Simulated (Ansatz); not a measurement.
# BeS at 9 GPa: from Born charge to LO–TO splitting and polaron coupling

Method: Ansatz, DFT PBEsol, scalar-relativistic, plane waves, PAW. Plane waves to 420 eV; Γ-centred k mesh 8×8×8; fixed occupations. No spin polarisation. Phonons by linear response, acoustic sum rule imposed.

The cell, relaxed at 9 GPa:
```cif
data_structure
_symmetry_space_group_name_H-M 'F-43m'
_symmetry_Int_Tables_number 216
_cell_length_a 4.7114
_cell_length_b 4.7114
_cell_length_c 4.7114
_cell_angle_alpha 90.000
_cell_angle_beta 90.000
_cell_angle_gamma 90.000
_cell_volume 104.58
loop_
_atom_site_label
_atom_site_type_symbol
_atom_site_symmetry_multiplicity
_atom_site_Wyckoff_symbol
_atom_site_fract_x
_atom_site_fract_y
_atom_site_fract_z
_atom_site_occupancy
Be1 Be 4 a 0.00000 0.00000 0.00000 1
S1 S 4 c 0.25000 0.25000 0.25000 1
```

Linear response gives ν_TO = 644.9 cm⁻¹, Born charges ±1.485 e (positive on Be) and ε∞ = 5.544. The primitive cell holds 26.145 Å³, and the masses are 9.012 and 32.060 amu.

Q: Find ν_LO and the static dielectric constant.

A: The long-wave field adds a restoring force: ω_LO² − ω_TO² = Z*²e²/(ε_vac ε∞ μV). In these units ν_LO² − ν_TO² = 4.92064×10⁷ Z*²/(μ V ε∞) cm⁻², with μ = m₁m₂/(m₁ + m₂) = 7.035 amu: 106390 cm⁻². So ν_LO = √(644.9² + 106390) = 722.7 cm⁻¹, and the run gives 722.7. Lyddane–Sachs–Teller then gives ε0 = ε∞ (ν_LO/ν_TO)² = 6.96, against 6.96 in the run (it forms both from the same three quantities, so the match checks the arithmetic only). Between ν_TO and ν_LO the dielectric function is negative and an undamped crystal reflects fully: a reststrahlen band from 13.8 to 15.5 μm.

Q: What do the Clausius–Mossotti polarisability and the Szigeti charge come to?

A: With the Lorentz local field, α = (3V/4π)(ε∞ − 1)/(ε∞ + 2) = 3.76 Å³ for the pair, and e_S = 3Z*/(ε∞ + 2) = 0.59 e. The Born charge includes the electrons' response to the dipole's own local field, and e_S takes that enhancement out. The Lorentz field assumes point-like polarisable ions, a poor picture once ε∞ is this large, since the electron clouds then overlap or are shared, so both numbers are formal here.

Q: How strongly does a slow electron couple to the LO mode?

A: For one isotropic parabolic band, Fröhlich's constant is α_F = (1/ε∞ − 1/ε0) √(m* Ry/ħω_LO), with Ry = 13.606 eV, ħω_LO = 89.6 meV and m* in free-electron masses: α_F = 0.0367 × 12.32 × √m* = 0.45 √m*. The band mass isn't part of this run; for m* = 0.1, 0.3 and 1 it gives 0.14, 0.25, 0.45. In weak coupling the polaron lies α_F ħω_LO below the band edge (22 meV at m* = 0.3) with a mass m*(1 + α_F/6); past α_F of about 5 or 6 that expansion fails. A semilocal functional's ε∞ tends to be too large, which taken alone lowers α_F.

Cost: 1 run of about 0.15 core-minutes, on Intel Xeon 6975P-C (Granite Rapids) (shared hosts).